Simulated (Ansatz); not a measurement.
# Platinum, diamond under PBE: from relaxation to bulk modulus

What does PBE give for platinum in the diamond structure? We relax it, solve it on a dense k-mesh, switch on spin-orbit coupling, then scale the cell to 7 volumes from 88 to 112 % of the relaxed one and try a fit of the equation of state. The k-meshes are 10×10×10 for the relaxation; 15×15×15 for the dense run; 9×9×9 for spin-orbit coupling; 11×11×11 for the volumes.

This is Pt in the diamond structure; at room conditions it is fcc.

Computed with Ansatz 0.2.0 (DFT PBE, plane waves (420 eV) with PAW, scalar-relativistic, unless a step says otherwise).

### 1 The starting structure

Symmetry: Fd-3m, No. 227, cubic system. Conventional cell: a = 5.463 Å, b = 5.463 Å, c = 5.463 Å, α = 90.00°, β = 90.00°, γ = 90.00°. Pt (site symmetry -43m) has 4 Pt at 2.37 Å as nearest neighbours.

Structure file:

```xyz
2
Lattice="0.0000 2.7314 2.7314 2.7314 0.0000 2.7314 2.7314 2.7314 0.0000" Properties=species:S:1:pos:R:3 pbc="T T T"
Pt    0.6829    0.6829    0.6829
Pt    4.7800    4.7800    4.7800
```

### 2 Geometry optimisation

File input.yaml:

```yaml
crystal:
  lattice:
    - [0.0, 2.731412573, 2.731412573]
    - [2.731412573, 0.0, 2.731412573]
    - [2.731412573, 2.731412573, 0.0]
  atoms:
    - { symbol: Pt, position: [0.125, 0.125, 0.125] }
    - { symbol: Pt, position: [0.875, 0.875, 0.875] }
hamiltonian:
  xc: pbe
  pseudopotentials:
    kind: paw
    azcp:
      Pt: "pseudopotentials/Pt.paw.azcp"
basis:
  ecutwfc: 420
  fft_grid_basis: typed
kpoints:
  mp_grid: { grid: [10, 10, 10], shift: [0, 0, 0] }
magnetization:
  spin_polarized: false
scf:
  occupations: { method: fermi_dirac, width: 0.1 }
relax:
  max_steps: 60
  f_tol: 0.01
  cell: {}
output:
  write_density: true
  write_potential: true
  elf: true
  volumetric_format: npy
```

On the command line:

```console
> ansatz run input.yaml --threads 1 --pin off --max-ram 3584MiB --backend cpu --events-out ev --progress --plain --runs-dir out
```

The log of the run:

```text
Engine: ansatz 0.2.0, x86_64-unknown-linux-gnu
Pseudopotentials: kind: paw
Pseudopotential: Pt, paw, valence charge 18, recommended cutoff 420 eV (normal), <dir>
Functional definition: PBE
  parameter kappa = 0.804
  parameter beta = 0.06672455060314922
  exchange = pbe_x(kappa = kappa, mu = beta*pi^2/3)
  correlation = pbe_c(beta = beta)
Crystal: 2 atoms, lattice volume = 40.756 Å³
Basis set: ecut = 420 eV, 821 PW (Γ), exchange–correlation on 54×54×54 points (8 copies of the dense FFT grid, shifted against one another)
Bands: 22, of which v1, the nominal top of the filled ones, is band 18 counted from 1 (17 counted from 0)
Symmetry: 48 space group operations
Space group: Fd-3m (ITA 227), of the structure as read, at distance tolerance 3.4e-5 Å
k-points: 47 of 1000
Non-local potential: Pt, projectors of the file, l = 0: 3, l = 1: 2, l = 2: 2, l = 3: 1
PAW form: soft (Blöchl's): semilocal exchange-correlation on the pseudo side does not see the compensation charge
PAW one-centre angular grid: Pt, 590 points (default); XC on 64 Gauss nodes
Initial density: superposition of atomic densities (neutral atoms: chi_scale 0, normalization atom), corrected by the library's trained network
Initial wavefunctions: pseudopotential atomic-orbital guess
Functional: x = pbe(κ = 0.804, μ = 0.2195149727645171), c = pbe(β = 0.06672455060314922)
SCF iter   1: F=—  HF=-25043.363270 eV  |F-HF|=—  |Δ(HF+E_count)|=         —  Δρ=5.50e-3  dr2=4.32e-3  ethr=1.77e-3  ⟨swp⟩=5.1  Hψ=4331  notcnv=0
preconditioner: auto → LDOS  [metal: Δε(μ)=0.037 eV  Ē_g=7.986 eV  σ=0.100 eV  W_gap=0.09  n_scr=14 (ndim 8)  ℏωp=26.0 eV  f_vac=0.031  D(μ)=3.70/eV (n_scr^D=58)  β→1.0]
SCF iter   2: F=—  HF=-25043.366616 eV  |F-HF|=—  |Δ(HF+E_count)|=   3.35e-3  Δρ=1.08e-3  dr2=3.64e-4  ethr=1.20e-5  ⟨swp⟩=2.0  Hψ=1927  notcnv=0
SCF iter   3: F=—  HF=-25043.366608 eV  |F-HF|=—  |Δ(HF+E_count)|=   8.49e-6  Δρ=4.02e-4  dr2=6.25e-5  ethr=1.01e-6  ⟨swp⟩=2.8  Hψ=2027  notcnv=0
SCF iter   4: F=—  HF=-25043.366595 eV  |F-HF|=—  |Δ(HF+E_count)|=   1.33e-5  Δρ=4.73e-5  dr2=1.34e-6  ethr=1.74e-7  ⟨swp⟩=2.1  Hψ=1574  notcnv=0
SCF iter   5: F=—  HF=-25043.366596 eV  |F-HF|=—  |Δ(HF+E_count)|=   1.03e-6  Δρ=1.52e-5  dr2=1.20e-7  ethr=3.73e-9  ⟨swp⟩=2.0  Hψ=1480  notcnv=0
SCF iter   6: F=-25043.366596 eV  HF=-25043.366596 eV  |F-HF|=1.53e-10  |Δ(HF+E_count)|=   2.91e-8  Δρ=9.74e-7  dr2=5.47e-10  ethr=2.78e-10  ⟨swp⟩=7.6  Hψ=6102  notcnv=0
SCF 1 converged in 6 iterations: F = -25043.366596 eV  dr2 = 5.47e-10
relax step   1: F+E_penalty+E_count = -25043.36659569 eV  Δ(F+E_penalty+E_count) = +0.000e0 eV  max|allowed force component| = 6.476e-17 eV/Å  Δτ_max = 0.0000 Å  P = +30.405 GPa  Ω = 40.756 Å³  (6 SCF iters, dr2 threshold 1.00e-7 eV, accepted)
Crystal: 2 atoms, lattice volume = 46.926 Å³
Basis set: ecut = 420 eV, 941 PW (Γ), exchange–correlation on 54×54×54 points (8 copies of the dense FFT grid, shifted against one another)
Initial density: handed on by an earlier stage of this run
Initial wavefunctions: those handed on with the density
iter 1 solved again at ethr=1.10e-4 eV; its pass at ethr=3.10e-3 eV (dr2=3.97e-2 eV) is discarded
SCF iter   1: F=—  HF=-25043.956910 eV  |F-HF|=—  |Δ(HF+E_count)|=         —  Δρ=1.00e-2  dr2=4.02e-2  ethr=1.10e-4  ⟨swp⟩=1.0  Hψ=5963  notcnv=0
preconditioner: auto → LDOS  [metal: Δε(μ)=0.010 eV  Ē_g=7.037 eV  σ=0.100 eV  W_gap=0.03  n_scr=14 (ndim 8)  ℏωp=24.2 eV  f_vac=0.052  D(μ)=4.84/eV (n_scr^D=58)  β→1.0]
SCF iter   2: F=—  HF=-25043.949239 eV  |F-HF|=—  |Δ(HF+E_count)|=   7.67e-3  Δρ=2.51e-3  dr2=1.73e-3  ethr=1.10e-4  ⟨swp⟩=2.0  Hψ=1522  notcnv=0
SCF iter   3: F=—  HF=-25043.949829 eV  |F-HF|=—  |Δ(HF+E_count)|=   5.91e-4  Δρ=1.39e-3  dr2=9.19e-4  ethr=4.81e-6  ⟨swp⟩=2.0  Hψ=1914  notcnv=0
SCF iter   4: F=—  HF=-25043.949566 eV  |F-HF|=—  |Δ(HF+E_count)|=   2.63e-4  Δρ=3.15e-4  dr2=5.65e-5  ethr=2.55e-6  ⟨swp⟩=2.6  Hψ=1743  notcnv=0
SCF iter   5: F=—  HF=-25043.949554 eV  |F-HF|=—  |Δ(HF+E_count)|=   1.25e-5  Δρ=3.73e-5  dr2=7.68e-7  ethr=1.57e-7  ⟨swp⟩=2.0  Hψ=1480  notcnv=0
SCF iter   6: F=-25043.949554 eV  HF=-25043.949554 eV  |F-HF|=2.81e-9  |Δ(HF+E_count)|=   1.50e-7  Δρ=3.08e-6  dr2=4.34e-9  ethr=5.56e-10  ⟨swp⟩=8.0  Hψ=6423  notcnv=0
SCF 2 converged in 6 iterations: F = -25043.949554 eV  dr2 = 4.34e-9
relax step   2: F+E_penalty+E_count = -25043.94955375 eV  Δ(F+E_penalty+E_count) = -5.830e-1 eV  max|allowed force component| = 1.573e-16 eV/Å  Δτ_max = 0.0000 Å  P = +3.534 GPa  Ω = 46.926 Å³  energy of the carried Pulay correction = -2.478e-3 eV  (6 SCF iters, dr2 threshold 2.00e-7 eV, accepted)
Crystal: 2 atoms, lattice volume = 47.879 Å³
iter 1 solved again at ethr=2.33e-6 eV; its pass at ethr=3.10e-3 eV (dr2=8.39e-4 eV) is discarded
SCF iter   1: F=—  HF=-25043.962660 eV  |F-HF|=—  |Δ(HF+E_count)|=         —  Δρ=1.51e-3  dr2=1.04e-3  ethr=2.33e-6  ⟨swp⟩=1.0  Hψ=5117  notcnv=0
preconditioner: auto → LDOS  [metal: Δε(μ)=0.011 eV  Ē_g=6.874 eV  σ=0.100 eV  W_gap=0.03  n_scr=14 (ndim 8)  ℏωp=24.0 eV  f_vac=0.070  D(μ)=4.93/eV (n_scr^D=58)  β→1.0]
SCF iter   2: F=—  HF=-25043.962432 eV  |F-HF|=—  |Δ(HF+E_count)|=   2.28e-4  Δρ=4.94e-4  dr2=7.67e-5  ethr=2.33e-6  ⟨swp⟩=2.0  Hψ=1521  notcnv=0
SCF iter   3: F=—  HF=-25043.962438 eV  |F-HF|=—  |Δ(HF+E_count)|=   5.71e-6  Δρ=2.15e-4  dr2=2.36e-5  ethr=2.13e-7  ⟨swp⟩=2.0  Hψ=1859  notcnv=0
SCF iter   4: F=—  HF=-25043.962432 eV  |F-HF|=—  |Δ(HF+E_count)|=   5.52e-6  Δρ=8.71e-5  dr2=4.10e-6  ethr=6.54e-8  ⟨swp⟩=2.0  Hψ=1501  notcnv=0
SCF iter   5: F=-25043.962431 eV  HF=-25043.962431 eV  |F-HF|=1.51e-7  |Δ(HF+E_count)|=   1.14e-6  Δρ=1.84e-5  dr2=1.79e-7  ethr=5.56e-10  ⟨swp⟩=6.6  Hψ=6846  notcnv=0
SCF 3 converged in 5 iterations: F = -25043.962431 eV  dr2 = 1.79e-7
relax step   3: F+E_penalty+E_count = -25043.96243102 eV  Δ(F+E_penalty+E_count) = -1.288e-2 eV  max|allowed force component| = 1.388e-16 eV/Å  Δτ_max = 0.0000 Å  P = +0.968 GPa  Ω = 47.879 Å³  energy of the carried Pulay correction = -2.830e-3 eV  (5 SCF iters, dr2 threshold 2.00e-7 eV, accepted)
Crystal: 2 atoms, lattice volume = 48.248 Å³
iter 1 solved again at ethr=1.82e-7 eV; its pass at ethr=3.10e-3 eV (dr2=6.56e-5 eV) is discarded
SCF iter   1: F=—  HF=-25043.963502 eV  |F-HF|=—  |Δ(HF+E_count)|=         —  Δρ=6.00e-4  dr2=1.72e-4  ethr=1.82e-7  ⟨swp⟩=2.0  Hψ=5101  notcnv=0
eigensolver tolerance schedule calibrated: the retry pair's looser diagonalisation under-reported the residual by θ = 0.62 (0.15/decade); ethr = c·dr2/N_el runs at the constant in force after the calibration composes with the one it found (an armed cap, an earlier calibration), c = 4.7e-2
preconditioner: auto → LDOS  [metal: Δε(μ)=0.011 eV  Ē_g=6.821 eV  σ=0.100 eV  W_gap=0.03  n_scr=14 (ndim 8)  ℏωp=23.9 eV  f_vac=0.074  D(μ)=4.98/eV (n_scr^D=58)  β→1.0]
SCF iter   2: F=—  HF=-25043.963467 eV  |F-HF|=—  |Δ(HF+E_count)|=   3.58e-5  Δρ=2.29e-4  dr2=1.77e-5  ethr=1.82e-7  ⟨swp⟩=2.0  Hψ=1668  notcnv=0
SCF iter   3: F=—  HF=-25043.963466 eV  |F-HF|=—  |Δ(HF+E_count)|=   5.36e-7  Δρ=8.31e-5  dr2=3.72e-6  ethr=2.30e-8  ⟨swp⟩=2.0  Hψ=1913  notcnv=0
SCF iter   4: F=—  HF=-25043.963465 eV  |F-HF|=—  |Δ(HF+E_count)|=   8.96e-7  Δρ=2.69e-5  dr2=4.27e-7  ethr=4.83e-9  ⟨swp⟩=2.0  Hψ=1505  notcnv=0
SCF iter   5: F=-25043.963465 eV  HF=-25043.963465 eV  |F-HF|=9.40e-9  |Δ(HF+E_count)|=   1.14e-7  Δρ=4.53e-6  dr2=1.16e-8  ethr=2.60e-10  ⟨swp⟩=7.7  Hψ=6130  notcnv=0
SCF 4 converged in 5 iterations: F = -25043.963465 eV  dr2 = 1.16e-8
relax step   4: F+E_penalty+E_count = -25043.96346516 eV  Δ(F+E_penalty+E_count) = -1.034e-3 eV  max|allowed force component| = 1.943e-16 eV/Å  Δτ_max = 0.0000 Å  P = +0.052 GPa  Ω = 48.248 Å³  energy of the carried Pulay correction = -2.964e-3 eV  (5 SCF iters, dr2 threshold 2.00e-7 eV, accepted)
Crystal: 2 atoms, lattice volume = 48.269 Å³
iter 1 solved again at ethr=7.60e-10 eV; its pass at ethr=3.10e-3 eV (dr2=2.74e-7 eV) is discarded
SCF iter   1: F=—  HF=-25043.963460 eV  |F-HF|=—  |Δ(HF+E_count)|=         —  Δρ=3.65e-5  dr2=6.84e-7  ethr=7.60e-10  ⟨swp⟩=2.0  Hψ=4973  notcnv=0
preconditioner: auto → LDOS  [metal: Δε(μ)=0.011 eV  Ē_g=6.816 eV  σ=0.100 eV  W_gap=0.03  n_scr=14 (ndim 8)  ℏωp=23.9 eV  f_vac=0.074  D(μ)=4.98/eV (n_scr^D=58)  β→1.0]
SCF iter   2: F=—  HF=-25043.963461 eV  |F-HF|=—  |Δ(HF+E_count)|=   1.12e-6  Δρ=1.54e-5  dr2=8.02e-8  ethr=7.60e-10  ⟨swp⟩=2.0  Hψ=1698  notcnv=0
SCF iter   3: F=—  HF=-25043.963461 eV  |F-HF|=—  |Δ(HF+E_count)|=   5.64e-9  Δρ=4.91e-6  dr2=1.35e-8  ethr=2.23e-10  ⟨swp⟩=2.0  Hψ=1801  notcnv=0
SCF iter   4: F=-25043.963461 eV  HF=-25043.963461 eV  |F-HF|=9.79e-10  |Δ(HF+E_count)|=   3.19e-9  Δρ=1.41e-6  dr2=1.24e-9  ethr=1.89e-11  ⟨swp⟩=6.3  Hψ=5191  notcnv=0
SCF 5 converged in 4 iterations: F = -25043.963461 eV  dr2 = 1.24e-9
relax step   5: F+E_penalty+E_count = -25043.96346099 eV  Δ(F+E_penalty+E_count) = +4.172e-6 eV  max|allowed force component| = 2.128e-16 eV/Å  Δτ_max = 0.0000 Å  P = +0.001 GPa  Ω = 48.269 Å³  energy of the carried Pulay correction = -2.972e-3 eV  (4 SCF iters, dr2 threshold 6.80e-9 eV, accepted)
Basis set: ecut = 420 eV, 941 PW (Γ), exchange–correlation on 60×60×60 points (8 copies of the dense FFT grid, shifted against one another)
Initial wavefunctions: pseudopotential atomic-orbital guess (no wavefunctions were taken with the density)
iter 1 solved again at ethr=2.45e-7 eV; its pass at ethr=3.10e-3 eV (dr2=8.82e-5 eV) is discarded
SCF iter   1: F=—  HF=-25043.965119 eV  |F-HF|=—  |Δ(HF+E_count)|=         —  Δρ=5.03e-4  dr2=6.35e-6  ethr=2.45e-7  ⟨swp⟩=3.0  Hψ=6770  notcnv=0
preconditioner: auto → LDOS  [metal: Δε(μ)=0.011 eV  Ē_g=6.815 eV  σ=0.100 eV  W_gap=0.03  n_scr=14 (ndim 8)  ℏωp=23.9 eV  f_vac=0.075  D(μ)=4.98/eV (n_scr^D=58)  β→1.0]
SCF iter   2: F=—  HF=-25043.966252 eV  |F-HF|=—  |Δ(HF+E_count)|=   1.13e-3  Δρ=2.92e-5  dr2=1.83e-7  ethr=1.76e-8  ⟨swp⟩=2.0  Hψ=1846  notcnv=0
SCF iter   3: F=—  HF=-25043.966251 eV  |F-HF|=—  |Δ(HF+E_count)|=   1.17e-6  Δρ=3.75e-6  dr2=9.88e-9  ethr=5.09e-10  ⟨swp⟩=2.6  Hψ=1944  notcnv=0
SCF iter   4: F=—  HF=-25043.966251 eV  |F-HF|=—  |Δ(HF+E_count)|=   4.82e-9  Δρ=2.29e-6  dr2=1.84e-9  ethr=2.74e-11  ⟨swp⟩=2.5  Hψ=1862  notcnv=0
SCF iter   5: F=—  HF=-25043.966251 eV  |F-HF|=—  |Δ(HF+E_count)|=  3.42e-10  Δρ=4.98e-7  dr2=1.45e-10  ethr=5.12e-12  ⟨swp⟩=2.1  Hψ=1781  notcnv=0
SCF iter   6: F=-25043.966251 eV  HF=-25043.966251 eV  |F-HF|=3.64e-12  |Δ(HF+E_count)|=  4.37e-11  Δρ=8.43e-8  dr2=4.47e-12  ethr=1.00e-12  ⟨swp⟩=5.6  Hψ=4407  notcnv=0
SCF 6 converged in 6 iterations: F = -25043.966251 eV  dr2 = 4.47e-12
relax step   6: F+E_penalty+E_count = -25043.96625127 eV  Δ(F+E_penalty+E_count) = -2.790e-3 eV  max|allowed force component| = 2.220e-16 eV/Å  Δτ_max = 0.0000 Å  P = +0.050 GPa  Ω = 48.269 Å³  stress off target by 4.95e-2 GPa  SCF on the basis re-selected at this cell (its energy is not comparable with the rows above)  (6 SCF iters)
basis re-selected at this cell: Δ(F+E_penalty+E_count) = -2.790e-3 eV, ΔP = +0.049 GPa vs the last step (what re-selecting the basis moved, of the pressure what is left beyond the Pulay correction that the steps carried, after the strain that the cell walked since its last selection, with what the two solves' SCF thresholds leave and, on support functions, any second-order correction that the steps lacked; it is no measure of the basis error at this ecutwfc). The dense FFT grid was sized anew with the basis: this SCF ran on 30×30×30 points, the steps before it on 27×27×27, so part of this shift can come from that change (see relax.cell in the input reference). This SCF's stress stands 4.95e-2 GPa from its target on what of the cell is left free (relax.cell.stress_tol is 5.00e-2 GPa) and its largest allowed force component is 2.22e-16 eV/Å (relax.f_tol is 1.00e-2 eV/Å): within both
SCF converged after 6 iterations
Free energy (F): -25043.966251 eV
Harris-Foulkes:  -25043.966251 eV  (|F-HF|=3.64e-12)
Internal energy: -25043.811002 eV  (E = F + TS)
E sigma→0 (E₀):  -25043.888627 eV
Entropy (-TS):   -0.155249 eV (-77.624 meV/atom)
Fermi energy:    12.590029 eV
--- Per-component energies (eV) ---
  E_band       = -634.207144
  E_kinetic    = 1272.064694
  E_local      = -4751.612023  (includes V_loc(G=0)·N_el)
  E_nonlocal   = 400.810113
  E_hartree    = 1812.608433
  E_xc         = -520.431075
  E_vxc        = -601.198794  (∫ρ·V_xc dr)
  E_paw        = -18908.974043  (= ΣΔE_a)
  E_vpaw       = -579.488570  (= ΣTr[D̂ρ^β])
  E_aug_tail   = 0.000401  (compensation charges beyond the density's cutoff)
  E_ewald      = -4348.277503
  E_smearing   = -0.155249  (= −TS)
  E_closure    = 0.000000  (closes the sum)
  Σ components = -25043.966251   (vs F -25043.966251, Δ=0.00e0)
--- Forces (eV/Å), atoms counted from 1 ---
  atom   1  Pt    -0.00000000    -0.00000000    -0.00000000
  atom   2  Pt     0.00000000     0.00000000     0.00000000
  max |Σ_I F_I| component: 2.78e-17 eV/Å
--- Stress (GPa, compression-positive) ---
        0.049517      -0.000000      -0.000000
       -0.000000       0.049517      -0.000000
       -0.000000      -0.000000       0.049517
  P = ⅓ Tr σ = 0.0495 GPa (0.495 kbar)
--- Band table (eV; the first three rows and the last of 47) ---
  k-point 0: bands = ["-85.8157", "-85.7238", "-40.1787", "-40.1787", "-40.1787", "-39.7999", "-39.7999", "-39.7999", "5.6285", "8.1709", "8.1709", "8.3185", "8.3185", "8.3185", "10.7631", "10.7631", "10.7631", "12.4971", "12.4971", "22.9930", "23.1360", "24.0983"]
  k-point 1: bands = ["-85.8140", "-85.7255", "-40.1823", "-40.1823", "-40.1766", "-39.8023", "-39.7963", "-39.7963", "5.7749", "8.0437", "8.0437", "8.3047", "8.4938", "8.4938", "10.6881", "10.7459", "10.7459", "12.4947", "12.4947", "21.3498", "22.9014", "23.2876"]
  k-point 2: bands = ["-85.8093", "-85.7302", "-40.1913", "-40.1913", "-40.1711", "-39.8087", "-39.7870", "-39.7870", "6.1831", "7.9550", "7.9550", "8.2711", "8.6815", "8.6815", "10.5364", "10.7483", "10.7483", "12.4713", "12.4713", "18.7711", "22.2210", "22.2210"]
  k-point 46: bands = ["-85.7698", "-85.7698", "-40.2486", "-40.2486", "-39.9913", "-39.9913", "-39.7296", "-39.7296", "7.6137", "7.6137", "8.2636", "8.2636", "9.5428", "9.5428", "9.9272", "9.9272", "12.7440", "12.7440", "13.7109", "13.7109", "15.7104", "15.7104"]
--- Relaxed structure (5 steps of the walk, 5 accepted, 1 SCFs on fresh bases) ---
  F+E_penalty+E_count = -25043.96625127 eV   max|allowed force component| = 2.220e-16 eV/Å   (the final SCF, on the basis selected at the relaxed cell)
  cell:  # Å, volume = 48.2693 Å³
    - [-3.1814229130391846e-33, 2.889882968878438, 2.889882968878438]
    - [2.889882968878438, -2.726024037599141e-33, 2.889882968878438]
    - [2.889882968878438, 2.889882968878438, -7.1016747708482306e-34]
  atoms:
    - { symbol: Pt, position: [0.125, 0.125, 0.125] }
    - { symbol: Pt, position: [0.875, 0.875, 0.875] }
```

Wall time 17 s (1 thread of Intel Xeon Platinum 8259CL at 2.50GHz (Skylake/Cascade Lake), shared host); peak memory 0.54 GiB.

The steps of the relaxation:

```tsv
step	energy change (meV/atom)	largest force (eV/Å)	pressure (GPa)	volume (Å³/atom)
1	0.00	0.0000	30.41	20.378
2	-291.48	0.0000	3.53	23.463
3	-297.92	0.0000	0.97	23.939
4	-298.43	0.0000	0.05	24.124
5	-298.43	0.0000	0.00	24.135
6	-299.83	0.0000	0.05	24.135
```

Steps that repeat a cell are solved on a basis chosen anew, so their changes of energy are no gain of the relaxation.

Changes in the cell that was computed:

|  | before | after | change |
| --- | --- | --- | --- |
| a (Å) | 3.863 | 4.087 | +5.8 % |
| b (Å) | 3.863 | 4.087 | +5.8 % |
| c (Å) | 3.863 | 4.087 | +5.8 % |
| volume (Å³/atom) | 20.378 | 24.135 | +18.4 % |
| shortest distance (Å) | 2.365 | 2.503 | +5.8 % |
| space group (spins left aside) | Fd-3m | Fd-3m | same |

### 3 The energy on a finer k-mesh

File input.yaml:

```yaml
crystal:
  lattice:
    - [0.0, 2.8898829689, 2.8898829689]
    - [2.8898829689, 0.0, 2.8898829689]
    - [2.8898829689, 2.8898829689, 0.0]
  atoms:
    - { symbol: Pt, position: [0.125, 0.125, 0.125] }
    - { symbol: Pt, position: [0.875, 0.875, 0.875] }
hamiltonian:
  xc: pbe
  pseudopotentials:
    kind: paw
    azcp:
      Pt: "pseudopotentials/Pt.paw.azcp"
basis:
  ecutwfc: 420
  fft_grid_basis: typed
kpoints:
  mp_grid: { grid: [15, 15, 15], shift: [0, 0, 0] }
magnetization:
  spin_polarized: false
scf:
  occupations: { method: fermi_dirac, width: 0.1 }
```

On the command line:

```console
> ansatz run input.yaml --threads 1 --pin off --max-ram 3584MiB --backend cpu --events-out ev --progress --plain --runs-dir out
```

The log of the run, shortened:

```text
[...]
Pseudopotentials: kind: paw
Pseudopotential: Pt, paw, valence charge 18, recommended cutoff 420 eV (normal), <dir>
Functional definition: PBE
[...]
Crystal: 2 atoms, lattice volume = 48.269 Å³
Basis set: ecut = 420 eV, 941 PW (Γ)
Bands: 22, of which v1, the nominal top of the filled ones, is band 18 counted from 1 (17 counted from 0)
Symmetry: 48 space group operations
Space group: Fd-3m (ITA 227), of the structure as read, at distance tolerance 3.6e-5 Å
k-points: 120 of 3375
[...]
SCF iter   1: F=—  HF=-25043.961769 eV  |F-HF|=—  |Δ(HF+E_count)|=         —  Δρ=4.59e-3  dr2=2.92e-3  ethr=1.77e-3  ⟨swp⟩=5.4  Hψ=11000  notcnv=0
[...]
SCF iter   6: F=-25043.964849 eV  HF=-25043.964849 eV  |F-HF|=3.06e-10  |Δ(HF+E_count)|=   4.59e-8  Δρ=8.04e-7  dr2=3.53e-10  ethr=2.00e-10  ⟨swp⟩=1.0  Hψ=7001  notcnv=0
[...]
SCF converged after 6 iterations
Free energy (F): -25043.964849 eV
[...]
E sigma→0 (E₀):  -25043.886719 eV
Entropy (-TS):   -0.156261 eV (-78.131 meV/atom)
Fermi energy:    12.591770 eV
[...]
```

Run time: 4.5 s. Hardware: 1 thread of Intel Xeon Platinum 8259CL at 2.50GHz (Skylake/Cascade Lake), shared host; peak memory 0.56 GiB.

### 4 Spin-orbit coupling switched on

Changes to input.yaml since step 3:

```diff
@@ -11,3 +11,3 @@
   pseudopotentials:
-    kind: paw
+    kind: paw_fr
     azcp:
@@ -18,5 +18,6 @@
 kpoints:
-  mp_grid: { grid: [15, 15, 15], shift: [0, 0, 0] }
+  mp_grid: { grid: [9, 9, 9], shift: [0, 0, 0] }
 magnetization:
-  spin_polarized: false
+  noncollinear: true
+  spin_orbit: true
 scf:
```

On the command line:

```console
> ansatz run input.yaml --threads 1 --pin off --max-ram 3584MiB --backend cpu --events-out ev --progress --plain --runs-dir out
```

The log of the run, shortened:

```text
[...]
Pseudopotentials: kind: paw_fr
Pseudopotential: Pt, paw_fr, valence charge 18, recommended cutoff 420 eV (normal), <dir>
Functional definition: PBE
[...]
non-collinear run that drives no moment, with spin-orbit: no starting moment large enough to seed its density (crystal.atoms[].spin), no starting occupations that ask for one, no magnetisation constraint and no magnetic field, so the semilocal B_xc is pinned to zero
Crystal: 2 atoms, lattice volume = 48.269 Å³
Basis set: ecut = 420 eV, 941 PW (Γ)
Bands: 44, of which v1, the nominal top of the filled ones, is band 36 counted from 1 (35 counted from 0)
Symmetry: 48 space group operations + 48 with time reversal
Magnetic group: BNS 227.129 (UNI 1631), of the structure as read, at distance tolerance 3.6e-5 Å
k-points: 35 of 729
Projection manifold: j_resolved (fully-relativistic pseudo-atomic orbitals)
[...]
spin=Noncollinear: Kerker preconditioning applied to the charge; magnetization (m_x, m_y, m_z) channels mix plain (no charge-response kernel on spin).
[...]
SCF iter   8: F=-25113.217762 eV  HF=-25113.217762 eV  |F-HF|=4.51e-8  |Δ(HF+E_count)|=   7.80e-7  Δρ=8.95e-6  dr2=3.37e-8  dr2_m=0.00e0 (ungated)  ethr=2.78e-10  |M|=0.00e0 ∫|m|=0.00e0 μB  |m|>n=0.0e0 m-floor=0.0e0 τ_xc=0.0e0  ⟨swp⟩=3.0  Hψ=1857  notcnv=0
[...]
SCF converged after 8 iterations
Magnetization: |M| = 0.0000 μB,  M = (+0.0000, +0.0000, +0.0000) μB
Absolute magnetization: 0.0000 μB (∫|m|)
  site 0: m = (+0.0000, +0.0000, +0.0000) μB, |m| = 0.0000 μB  (R = 1.03 Å)
  site 1: m = (+0.0000, +0.0000, +0.0000) μB, |m| = 0.0000 μB  (R = 1.03 Å)
Free energy (F): -25113.217762 eV
[...]
E sigma→0 (E₀):  -25113.150607 eV
Entropy (-TS):   -0.134309 eV (-67.155 meV/atom)
Fermi energy:    12.655092 eV
[...]
```

Wall time 9.9 s (1 thread of Intel Xeon Platinum 8259CL at 2.50GHz (Skylake/Cascade Lake), shared host); peak memory 0.53 GiB.

Side by side:

```tsv
	scalar-relativistic	with spin-orbit coupling
k-mesh	15×15×15	9×9×9
gap on the mesh	none (levels filled in part)	none (levels filled in part)
```

The meshes differ, so small differences between the columns need not come from spin-orbit coupling.

(Part 1 of 2 ends here.)
